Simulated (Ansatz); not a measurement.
This Ansatz 0.2.0 run on Ta needs a look.

The input input.yaml:

```yaml
crystal:
  lattice:
    - [2.9003720726, 0.0, 0.0]
    - [-1.4501860363, 2.5117958953, 0.0]
    - [0.0, 0.0, 5.166274]
  atoms:
    - { symbol: Ta, position: [0.3333333333, 0.6666666667, 0.25] }
    - { symbol: Ta, position: [0.6666666667, 0.3333333333, 0.75] }
hamiltonian:
  xc: pbesol
  pseudopotentials: { kind: paw }
kpoints:
  mp_grid: { grid: [11, 11, 5] }
scf:
  occupations: { method: fermi_dirac, width: 0.05 }
  max_iter: 100
output:
  forces: true
  stress: true
  eigenvalues: true
relax:
  f_tol: 0.01
  max_steps: 1
  cell: { stress_tol: 0.05 }
```

Potentials or basis: Ansatz PAW.

The run is started by

```sh
$ ansatz run input.yaml --threads 2 --pin off --max-ram 5632MiB --backend cpu --events-out ev --progress --plain --runs-dir out
```

Output:

```text
Warning: RAYON_NUM_THREADS=2 ignored (pool sized by the plan → 2); use --threads N
The last accepted step is kept in <dir> (removed where the run ends without a failure and the disk answers)
Engine: ansatz 0.2.0, x86_64-unknown-linux-gnu
Pseudopotentials: kind: paw
Pseudopotential: Ta, paw, valence charge 13, recommended cutoff 420 eV (normal), Ta.paw.azcp
Functional definition: PBEsol
  exchange = pbesol_x
  correlation = pbesol_c
Crystal: 2 atoms, lattice volume = 37.637 Å³
[... 48 lines left out ...]
  atom   2  Ta     0.00000000     0.00000000     0.00000000
  max |Σ_I F_I| component: 4.63e-18 eV/Å
--- Stress (GPa, compression-positive) ---
       -7.959682       0.000000       0.000000
       -0.000000      -7.959682       0.000000
        0.000000       0.000000      -6.055885
  P = ⅓ Tr σ = -7.3251 GPa (-73.251 kbar)
--- Band table (eV; the first three rows and the last of 48) ---
  k-point 0: bands = ["-49.5430", "-49.4840", "-16.4895", "-15.6724", "-15.5541", "-15.5541", "-15.4721", "-15.4721", "9.8263", "13.0935", "17.4273", "17.8787", "18.5823", "18.5823", "19.1443", "19.1443", "20.9441"]
  k-point 1: bands = ["-49.5374", "-49.4897", "-16.4155", "-15.7548", "-15.5463", "-15.5463", "-15.4800", "-15.4800", "10.1676", "12.9047", "17.2574", "17.3910", "18.5442", "18.5442", "19.0091", "19.0091", "21.2692"]
  k-point 2: bands = ["-49.5227", "-49.5045", "-16.2178", "-15.9657", "-15.5259", "-15.5259", "-15.5006", "-15.5006", "11.0797", "12.1849", "16.8472", "16.9208", "18.5608", "18.5608", "18.7425", "18.7425", "22.0016"]
  k-point 47: bands = ["-49.4197", "-49.4178", "-16.3879", "-16.3651", "-16.1820", "-16.1328", "-15.8248", "-15.8028", "15.1212", "15.4619", "16.2659", "16.2734", "17.2412", "17.4685", "19.3421", "20.0138", "22.9148"]
End of that report.
this run last wrote the structure of step 1 to <dir>
Error: variable-cell relaxation did not converge after 1 steps: max|allowed force component| = 3.93e-17 eV/Å (threshold 1.0e-2), largest principal stress residual = 7.96e0 GPa on the free part of the cell (threshold 5.0e-2). Raise `relax.max_steps` over both its present limit and 1, loosen the thresholds, or start from a cell closer to the target (`relax.cell.p_target` or `relax.cell.sigma_target`). Where this run's directory can be resumed (`checkpoint.write`), a resume goes on for up to `relax.max_steps` more
```

Q: Diagnose the run.

A: The calculation stopped without meeting its thresholds. The input holds a flaw that was put in on purpose: too few relaxation steps.

A sound run on the same cell differs in these lines of the main input:
```diff
@@ -16 +15,0 @@
-  max_iter: 100
@@ -23 +22 @@
-  max_steps: 1
+  max_steps: 40
```
